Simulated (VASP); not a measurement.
Here is a VASP 6.6.1 calculation.

The input INCAR:

```
PREC = Accurate
ENCUT = 600
EDIFF = 1E-6
ISMEAR = -1
SIGMA = 0.05
LREAL = False
LASPH = True
NELM = 80
ALGO = Normal
ISIF = 3
LWAVE = False
LCHARG = False
GGA = BO
LUSE_VDW = True
AGGAC = 0.0
PARAM1 = 0.1833333333
PARAM2 = 0.22
IBRION = 2
NSW = 60
EDIFFG = -0.02
```

KPOINTS

```
Automatic mesh
0
Gamma
  7 7 7
```

POSCAR

```
HgTe
1.0
    0.0000000000      3.2145000000      3.2145000000
    3.2145000000      0.0000000000      3.2145000000
    3.2145000000      3.2145000000      0.0000000000
Hg Te
1 1
Direct
    0.0000000000      0.0000000000      0.0000000000
    0.7500000000      0.7500000000      0.7500000000
```

Potentials or basis: VASP PAW PBE potentials, release 64 (Hg, Te).

Launch:

```console
$ cat potpaw_PBE.64/Hg/POTCAR potpaw_PBE.64/Te/POTCAR > POTCAR
$ mpirun -np 1 vasp_std > vasp.out
```

(1) Estimate the space group after relaxing (to 0.05 Å).

(2) Predict the relaxed cell.

Results:

(1) F-43m (No. 216).

(2) a = 4.693 Å, b = 4.693 Å, c = 4.693 Å, α = 60.00°, β = 60.00°, γ = 60.00°.
